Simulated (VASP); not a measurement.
SiC (rocksalt): one r²SCAN relaxation of cell and atoms in two programs

Start cell

```xyz
2
Lattice="0.0000 2.0292 2.0292 2.0292 0.0000 2.0292 2.0292 2.0292 0.0000" Properties=species:S:1:pos:R:3 pbc="T T T"
Si    0.0000    0.0000    0.0000
C     2.0292    2.0292    2.0292
```

Datasets and cutoffs are each program's own. VASP's cell holds 8 valence electrons and Ansatz's 8.

Cutoffs: 600 eV in VASP, 500 eV in Ansatz. k meshes: 10×10×10 and 10×10×10.

|  | VASP | Ansatz |
| --- | --- | --- |
| relaxed cell vector lengths | 2.848, 2.848, 2.848 Å | 2.848, 2.848, 2.848 Å |
| relaxed cell volume | 16.34 Å³ | 16.34 Å³ |
